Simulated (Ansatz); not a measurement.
# Appearance energy of a fragment ion: C4H10O → [C4H9]+ + OH + e⁻

Species: C4H10O (tert-butanol) `CC(C)(C)O`, singlet; [C4H9]+ `C[C+](C)C`, singlet; OH, doublet. 

Shapes, held fixed at every level: PBE0-D4/def2-TZVP. Flexible molecules stand in one conformer, not always the lowest. Programs: Ansatz 0.2.0. Electronic energies: no zero-point or thermal term.

Estimate ΔE of this reaction.

The highest level, CCSD(T)/CBS estimate, gives ΔE = +11.26 eV; the levels span +10.78 to +11.39. The column of differences is taken from that level and isn't an error. No measured value is set beside it here. Open shells run unrestricted unless RO is named. The CBS estimate extrapolates MP2 from def2-TZVPP and def2-QZVPP and adds CCSD(T) − MP2 in the triple-zeta set, cores frozen. The onset seen in experiment also holds zero-point changes and kinetic shifts.

```csv
level,kind,ΔE (eV),less CCSD(T)/CBS estimate
r2SCAN-D4/def2-TZVPP,meta-GGA,+10.79,-0.47
B3LYP-D4/def2-TZVPP,global hybrid,+10.85,-0.41
PBE0-D4/def2-TZVPP,global hybrid,+10.91,-0.35
r2SCAN0-D4/def2-TZVPP,global hybrid,+10.78,-0.48
MP2/def2-SVP,perturbation theory,+11.20,-0.06
MP2/def2-TZVPP,perturbation theory,+11.39,+0.13
CCSD(T)/def2-SVP,coupled cluster or CI,+10.95,-0.31
CCSD(T)/CBS estimate,coupled cluster or CI,+11.26,0.00
```
